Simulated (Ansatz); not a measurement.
Density of states of Co (Fm-3m, a = 3.520 Å, b = 3.520 Å, c = 3.520 Å, α = 90.00°, β = 90.00°, γ = 90.00°), in states per eV and primitive cell, averaged over bins of 0.4 eV. The calculation used DFT PBE, scalar-relativistic, plane waves, PAW (Ansatz 0.2.0).

Settings: cutoff 420 eV, Γ-centred mesh 20×20×20 on the computed 1-atom cell, Gaussian smearing of 0.10 eV; collinear spin from starting moments 1.88 μB.

The cell is relaxed at this level. The states (both spins) are summed by tetrahedra on a 30×30×30 mesh at the self-consistent density. Energies are bin centres; the table starts no lower than −8 eV and ends at 6 eV, or lower where the solved bands end.

It is a metal at this level.

```
E − E_F (eV) total Co 3d down Co 3d up Co 4s up Co 4s down
       -7.85   0.08        0.00      0.00      0.04        0.04
       -7.45   0.10        0.00      0.00      0.05        0.04
       -7.05   0.12        0.00      0.00      0.06        0.05
       -6.65   0.14        0.00      0.01      0.06        0.06
       -6.25   0.17        0.01      0.01      0.07        0.07
       -5.85   0.21        0.01      0.03      0.09        0.07
       -5.45   0.33        0.02      0.11      0.11        0.08
       -5.05   0.70        0.03      0.42      0.14        0.09
       -4.65   0.90        0.07      0.61      0.10        0.11
       -4.25   1.25        0.20      0.86      0.05        0.13
       -3.85   1.29        0.31      0.81      0.01        0.11
       -3.45   1.33        0.41      0.79      0.02        0.08
       -3.05   1.98        0.72      1.11      0.04        0.04
       -2.65   2.23        0.64      1.47      0.05        0.01
       -2.25   1.83        0.67      1.04      0.03        0.01
       -1.85   2.22        0.83      1.24      0.02        0.04
       -1.45   2.07        0.91      1.03      0.02        0.04
       -1.05   2.45        1.09      1.26      0.02        0.03
       -0.65   1.91        0.80      1.02      0.03        0.02
       -0.25   0.95        0.76      0.11      0.04        0.01
        0.15   1.23        1.05      0.08      0.05        0.02
        0.55   1.13        0.97      0.07      0.05        0.01
        0.95   1.71        1.55      0.06      0.05        0.02
        1.35   0.74        0.57      0.05      0.06        0.03
        1.75   0.34        0.15      0.04      0.05        0.04
        2.15   0.31        0.12      0.03      0.05        0.04
        2.55   0.30        0.09      0.03      0.05        0.05
        2.95   0.28        0.07      0.02      0.04        0.05
        3.35   0.26        0.06      0.02      0.04        0.04
        3.75   0.24        0.05      0.01      0.03        0.04
        4.15   0.22        0.04      0.01      0.03        0.04
        4.55   0.20        0.03      0.01      0.02        0.03
        4.95   0.18        0.02      0.01      0.01        0.02
        5.35   0.15        0.02      0.00      0.01        0.02
        5.75   0.13        0.01      0.00      0.01        0.01
```

The columns after the total are the Löwdin projections on the occupied valence shells of the potentials. The rest of the total lies in shells that are empty in the free atom, which aren't projected, and between the atoms.

Only this magnetic start was tried.

This fcc form isn't the element's structure at ambient conditions.

Cost: 1 run of about 0.32 core-minutes, on Arm Neoverse V1 (shared hosts).